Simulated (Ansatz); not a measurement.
# C5H8O2 (methyl methacrylate): levels of theory compared

We compute a comparison of 6 runs (HF/STO-3G, HF/def2-SVP, BLYP/6-31G*, B3LYP/6-31G*, PBE0/def2-SVPD, PBE/aug-cc-pVDZ) of C5H8O2 (methyl methacrylate). 

The calculation is run with Ansatz 0.2.0.

4 further runs of the same task are left out: 4 set aside as unsound or not needed. Runs told in other sessions of the task aren't counted.

### Step 1. Starting point

C5H8O2: 15 atoms, total charge 0, spin state singlet. As SMILES, `C=C(C)C(=O)OC`. The shape is that of a PBE0-D4/def2-TZVP optimisation. This is one conformer, not always the lowest.

Bond lengths: C1–C2 1.330 Å, C2–C3 1.494 Å, C2–C4 1.491 Å, C4–O5 1.204 Å, C4–O6 1.341 Å, O6–C7 1.422 Å, C1–H8 1.084 Å, C1–H9 1.083 Å, C3–H10 1.093 Å, C3–H11 1.093 Å, C3–H12 1.090 Å, C7–H13 1.091 Å, C7–H14 1.088 Å, C7–H15 1.091 Å. Some angles: C1–C2–C3 124.0°, C1–C2–C4 116.9°, C3–C2–C4 119.0°, C2–C4–O5 125.6°, C2–C4–O6 111.4°, O5–C4–O6 123.0°, C4–O6–C7 115.1°, C2–C1–H8 121.3°, C2–C1–H9 120.3°, C2–C3–H10 111.1°.

### Step 2. Energy and gradient at HF/STO-3G (run 1)

Contents of input.yaml:

```yaml
crystal:
  periodic: [false, false, false]
  atoms:
    - {symbol: C, position_ang: [-2.115470, 0.766080, 0.491160]}
    - {symbol: C, position_ang: [-0.980280, 0.074110, 0.472930]}
    - {symbol: C, position_ang: [-0.703860, -1.102000, 1.351370]}
    - {symbol: C, position_ang: [0.066050, 0.518890, -0.491900]}
    - {symbol: O, position_ang: [-0.031390, 1.446280, -1.252800]}
    - {symbol: O, position_ang: [1.161360, -0.251450, -0.416360]}
    - {symbol: C, position_ang: [2.212190, 0.104920, -1.305790]}
    - {symbol: H, position_ang: [-2.923090, 0.503830, 1.164690]}
    - {symbol: H, position_ang: [-2.251020, 1.610120, -0.173900]}
    - {symbol: H, position_ang: [-0.492270, -1.995320, 0.759000]}
    - {symbol: H, position_ang: [0.174660, -0.928530, 1.977370]}
    - {symbol: H, position_ang: [-1.558440, -1.305430, 1.997330]}
    - {symbol: H, position_ang: [1.876680, 0.039980, -2.341850]}
    - {symbol: H, position_ang: [3.014700, -0.605400, -1.119350]}
    - {symbol: H, position_ang: [2.550210, 1.123900, -1.111900]}
basis:
  gaussian:
    orbitals: STO-3G
accuracy: high
hamiltonian:
  xc: hf
output: {forces: true, orbitals: {seedname: orbitals}}
```

Run with:

```console
$ ansatz run input.yaml --threads 1 --pin off --max-ram 3480MiB --events-out events.jsonl --progress --plain --runs-dir runs
```

What it wrote (excerpt; [...] marks lines left out):

```text
Warning: RAYON_NUM_THREADS=1 ignored (pool sized by the plan → 1); use --threads N
Functional definition: HF
  name "HF"
[...]
965 factors; integrals over basis functions are off by at most 5.4e-9 eV
[...]
mean field -9233.55258792 eV, -339.3267988795 hartree, gradient 1.4e-8 eV, S^2 0.000000; 0 other end points of the search recorded, 0 dependent functions left out
[...]
reference -9233.55258792 eV, -339.3267988795 hartree; 27, 27 occupied and 16, 16 virtual orbitals, 965 factors
Total energy: -9233.55258792 eV, -339.3267988795 hartree
Atom 0 at    -2.115470     0.766080     0.491160 Å, force     0.957141    -0.782574     0.155104 eV/Å
Atom 1 at    -0.980280     0.074110     0.472930 Å, force    -2.257995     1.316467     0.089812 eV/Å
Atom 2 at    -0.703860    -1.102000     1.351370 Å, force     0.370788    -1.121616     0.780338 eV/Å
Atom 3 at     0.066050     0.518890    -0.491900 Å, force    -0.892672     0.359975     0.173081 eV/Å
Atom 4 at    -0.031390     1.446280    -1.252800 Å, force    -0.244386     1.649288    -1.314176 eV/Å
Atom 5 at     1.161360    -0.251450    -0.416360 Å, force     1.905539    -2.096184     0.795603 eV/Å
Atom 6 at     2.212190     0.104920    -1.305790 Å, force    -0.220225     0.244194    -0.094963 eV/Å
Atom 7 at    -2.923090     0.503830     1.164690 Å, force    -0.021895     0.152945    -0.120860 eV/Å
Atom 8 at    -2.251020     1.610120    -0.173900 Å, force    -0.105463    -0.019198     0.075837 eV/Å
Atom 9 at    -0.492270    -1.995320     0.759000 Å, force    -0.115411     0.173329     0.086636 eV/Å
Atom 10 at     0.174660    -0.928530     1.977370 Å, force    -0.208841     0.024489    -0.083756 eV/Å
Atom 11 at    -1.558440    -1.305430     1.997330 Å, force     0.205459     0.017879    -0.128036 eV/Å
Atom 12 at     1.876680     0.039980    -2.341850 Å, force     0.166392    -0.017679    -0.200094 eV/Å
Atom 13 at     3.014700    -0.605400    -1.119350 Å, force     0.229013     0.010635    -0.134760 eV/Å
Atom 14 at     2.550210     1.123900    -1.111900 Å, force     0.232556     0.088051    -0.079766 eV/Å
Dipole moment:     0.057947    -0.175648     0.122567 e Å
```

Wall time 1.9 s (1 thread of Arm Neoverse V2, shared host); peak memory 0.1 GiB.

### Step 3. Energy and forces at HF/def2-SVP (run 2)

Changes to input.yaml since step 2:

```diff
@@ -19,7 +19,5 @@
 basis:
-  gaussian:
-    orbitals: STO-3G
+  gaussian: {orbitals: def2-SVP}
+hamiltonian: {xc: hf}
 accuracy: high
-hamiltonian:
-  xc: hf
 output: {forces: true, orbitals: {seedname: orbitals}}
```

Run with:

```console
$ ansatz run input.yaml --threads 1 --pin off --max-ram 3480MiB --events-out events.jsonl --progress --plain --runs-dir runs
```

What it wrote (excerpt; [...] marks lines left out):

```text
Warning: RAYON_NUM_THREADS=1 ignored (pool sized by the plan → 1); use --threads N
Functional definition: HF
  name "HF"
[...]
3432 factors; integrals over basis functions are off by at most 1.4e-8 eV
[...]
mean field -9346.03203135 eV, -343.4603421842 hartree, gradient 9.3e-9 eV, S^2 0.000000; 0 other end points of the search recorded, 0 dependent functions left out
[...]
reference -9346.03203135 eV, -343.4603421842 hartree; 27, 27 occupied and 111, 111 virtual orbitals, 3432 factors
Total energy: -9346.03203135 eV, -343.4603421842 hartree
Atom 0 at    -2.115470     0.766080     0.491160 Å, force     0.174494    -0.064855    -0.043057 eV/Å
Atom 1 at    -0.980280     0.074110     0.472930 Å, force    -0.494175     0.454162    -0.125153 eV/Å
Atom 2 at    -0.703860    -1.102000     1.351370 Å, force     0.163992    -0.370651     0.235792 eV/Å
[...]
Atom 5 at     1.161360    -0.251450    -0.416360 Å, force    -0.473439     1.074840    -0.683847 eV/Å
Atom 6 at     2.212190     0.104920    -1.305790 Å, force    -0.060135    -0.190006     0.199834 eV/Å
Atom 7 at    -2.923090     0.503830     1.164690 Å, force     0.026169     0.040104    -0.048317 eV/Å
Atom 8 at    -2.251020     1.610120    -0.173900 Å, force    -0.039818    -0.059700     0.075122 eV/Å
Atom 9 at    -0.492270    -1.995320     0.759000 Å, force    -0.039384     0.043923     0.042995 eV/Å
Atom 10 at     0.174660    -0.928530     1.977370 Å, force    -0.071311    -0.007091    -0.015783 eV/Å
Atom 11 at    -1.558440    -1.305430     1.997330 Å, force     0.047644     0.003106    -0.028719 eV/Å
Atom 12 at     1.876680     0.039980    -2.341850 Å, force     0.047579    -0.028919     0.136062 eV/Å
Atom 13 at     3.014700    -0.605400    -1.119350 Å, force    -0.044596     0.076489    -0.043249 eV/Å
Atom 14 at     2.550210     1.123900    -1.111900 Å, force    -0.024194    -0.145481     0.004727 eV/Å
Dipole moment:     0.087588    -0.303622     0.218774 e Å
```

Run time: 15 s. Hardware: 1 thread of Arm Neoverse V2, shared host; peak memory 0.59 GiB.

### Step 4. Energy and gradient at BLYP/6-31G(d) (spherical functions) (run 3)

Changes to input.yaml since step 3:

```diff
@@ -19,5 +19,5 @@
 basis:
-  gaussian: {orbitals: def2-SVP}
-hamiltonian: {xc: hf}
+  gaussian: {orbitals: 6-31G_st_-spherical.json}
+hamiltonian: {xc: {name: BLYP}}
+output: {forces: true, orbitals: {seedname: orbitals}}
 accuracy: high
-output: {forces: true, orbitals: {seedname: orbitals}}
```

The basis set 6-31G* is read from a file made from the Basis Set Exchange's data (not shown).

Run with:

```console
$ ansatz run input.yaml --threads 1 --pin off --max-ram 3480MiB --events-out events.jsonl --progress --plain --runs-dir runs
```

What it wrote (excerpt; [...] marks lines left out):

```text
Warning: RAYON_NUM_THREADS=1 ignored (pool sized by the plan → 1); use --threads N
Functional definition: BLYP
  name "BLYP"
[...]
2852 factors; integrals over basis functions are off by at most 1.0e-8 eV
[...]
mean field -9405.51682667 eV, -345.6463680918 hartree, gradient 3.7e-8 eV, S^2 0.000000; 0 other end points of the search recorded, 0 dependent functions left out
[...]
reference -9405.51688186 eV, -345.6463701200 hartree; 27, 27 occupied and 87, 87 virtual orbitals, 2852 factors
Total energy: -9405.51688186 eV, -345.6463701200 hartree
Atom 0 at    -2.115470     0.766080     0.491160 Å, force    -0.722229     0.414244     0.031566 eV/Å
Atom 1 at    -0.980280     0.074110     0.472930 Å, force     0.472003    -0.253873    -0.036258 eV/Å
Atom 2 at    -0.703860    -1.102000     1.351370 Å, force    -0.005029    -0.169769     0.152230 eV/Å
[...]
Atom 5 at     1.161360    -0.251450    -0.416360 Å, force     0.563241    -1.054040     0.616533 eV/Å
Atom 6 at     2.212190     0.104920    -1.305790 Å, force     0.424098     0.075328    -0.298597 eV/Å
Atom 7 at    -2.923090     0.503830     1.164690 Å, force    -0.294168    -0.035892     0.193883 eV/Å
Atom 8 at    -2.251020     1.610120    -0.173900 Å, force    -0.101775     0.262507    -0.173391 eV/Å
Atom 9 at    -0.492270    -1.995320     0.759000 Å, force     0.078382    -0.332196    -0.155880 eV/Å
Atom 10 at     0.174660    -0.928530     1.977370 Å, force     0.292116     0.009844     0.234399 eV/Å
Atom 11 at    -1.558440    -1.305430     1.997330 Å, force    -0.263943    -0.121855     0.251440 eV/Å
Atom 12 at     1.876680     0.039980    -2.341850 Å, force    -0.071870    -0.002656    -0.362386 eV/Å
Atom 13 at     3.014700    -0.605400    -1.119350 Å, force     0.279472    -0.231658     0.050764 eV/Å
Atom 14 at     2.550210     1.123900    -1.111900 Å, force     0.141276     0.340082     0.026963 eV/Å
Dipole moment:     0.145542    -0.291623     0.176306 e Å
```

It took 17 s on 1 thread of Arm Neoverse V2, shared host; peak memory 0.38 GiB.

Runs 4 to 5 aren't shown in full; the table further down has their settings and results.

### Step 5. Energy and gradient at PBE/aug-cc-pVDZ (run 6)

Changes to input.yaml since step 4:

```diff
@@ -19,5 +19,6 @@
 basis:
-  gaussian: {orbitals: 6-31G_st_-spherical.json}
-hamiltonian: {xc: {name: BLYP}}
+  gaussian: {orbitals: aug-cc-pVDZ}
 output: {forces: true, orbitals: {seedname: orbitals}}
 accuracy: high
+magnetization: {spin_polarized: false}
+hamiltonian: {xc: {name: PBE}}
```

Run with:

```console
$ ansatz run input.yaml --threads 1 --pin off --max-ram 3480MiB --events-out events.jsonl --progress --plain --runs-dir runs
```

What it wrote (excerpt; [...] marks lines left out):

```text
Warning: RAYON_NUM_THREADS=1 ignored (pool sized by the plan → 1); use --threads N
Functional definition: PBE
  name "PBE"
[...]
4603 factors; integrals over basis functions are off by at most 3.6e-9 eV
[...]
mean field -9399.06614147 eV, -345.4093097833 hartree, gradient 1.6e-8 eV, S^2 0.000000; 0 other end points of the search recorded, 0 dependent functions left out
[...]
reference -9399.06615358 eV, -345.4093102282 hartree; 27, 27 occupied and 206, 206 virtual orbitals, 4603 factors
Total energy: -9399.06615358 eV, -345.4093102282 hartree
Atom 0 at    -2.115470     0.766080     0.491160 Å, force    -0.636732     0.354060     0.037277 eV/Å
Atom 1 at    -0.980280     0.074110     0.472930 Å, force     0.668185    -0.433695     0.013664 eV/Å
Atom 2 at    -0.703860    -1.102000     1.351370 Å, force    -0.056575     0.071026    -0.030576 eV/Å
[...]
Atom 5 at     1.161360    -0.251450    -0.416360 Å, force     0.459494    -0.872122     0.513693 eV/Å
Atom 6 at     2.212190     0.104920    -1.305790 Å, force     0.188386     0.036950    -0.135759 eV/Å
Atom 7 at    -2.923090     0.503830     1.164690 Å, force    -0.379525    -0.103744     0.300241 eV/Å
Atom 8 at    -2.251020     1.610120    -0.173900 Å, force    -0.090093     0.391962    -0.293207 eV/Å
Atom 9 at    -0.492270    -1.995320     0.759000 Å, force     0.099294    -0.386515    -0.239141 eV/Å
Atom 10 at     0.174660    -0.928530     1.977370 Å, force     0.376173     0.056713     0.266641 eV/Å
Atom 11 at    -1.558440    -1.305430     1.997330 Å, force    -0.356745    -0.100419     0.283516 eV/Å
Atom 12 at     1.876680     0.039980    -2.341850 Å, force    -0.140683    -0.019306    -0.466621 eV/Å
Atom 13 at     3.014700    -0.605400    -1.119350 Å, force     0.341879    -0.307102     0.083108 eV/Å
Atom 14 at     2.550210     1.123900    -1.111900 Å, force     0.155192     0.456555     0.073568 eV/Å
Dipole moment:     0.140343    -0.324639     0.208099 e Å
```

Run time: 65 s. Hardware: 1 thread of Arm Neoverse V2, shared host; peak memory 1.7 GiB.

### Step 6. The series

```
run                               level  Cartesian functions  energy (Eh)  dipole moment (D)  HOMO energy (eV)  LUMO energy (eV)  wall time
  1                           HF/STO-3G                   no  -339.326799               1.07             -8.32              6.64      1.9 s
  2                         HF/def2-SVP                   no  -343.460342               1.85            -10.22              2.96       15 s
  3   BLYP/6-31G* (spherical functions)                   no  -345.646370               1.78             -5.74             -1.48       17 s
  4  B3LYP/6-31G* (Cartesian functions)                  yes  -345.785713               1.78             -7.22             -0.91       21 s
  5                      PBE0/def2-SVPD                   no  -345.157121               1.97             -7.80             -1.22       59 s
  6                     PBE/aug-cc-pVDZ                   no  -345.409310               1.97             -6.33             -2.15       65 s
```

### Step 7. What came out

| quantity | value |
| --- | --- |
| run 6: total energy | -345.40931 Eh |
| run 6: dipole moment | 1.97 D |
| run 6: HOMO energy | -6.33 eV |
| run 6: LUMO energy | -2.15 eV |
| run 6: HOMO–LUMO gap | 4.18 eV |
| run 6: largest force on an atom | 1.974 eV/Å |

**Reading.** The dipole moment (its size) runs from 1.07 D (HF/STO-3G) to 1.97 D (PBE/aug-cc-pVDZ). The two ends differ in method and basis. The HOMO–LUMO gap runs from 4.18 eV (PBE/aug-cc-pVDZ) to 14.96 eV (HF/STO-3G). Totals of different functionals can't be ranked against each other. In run 1 the basis is minimal, so the values are rough. All runs together took 3 min, the longest 65 s.
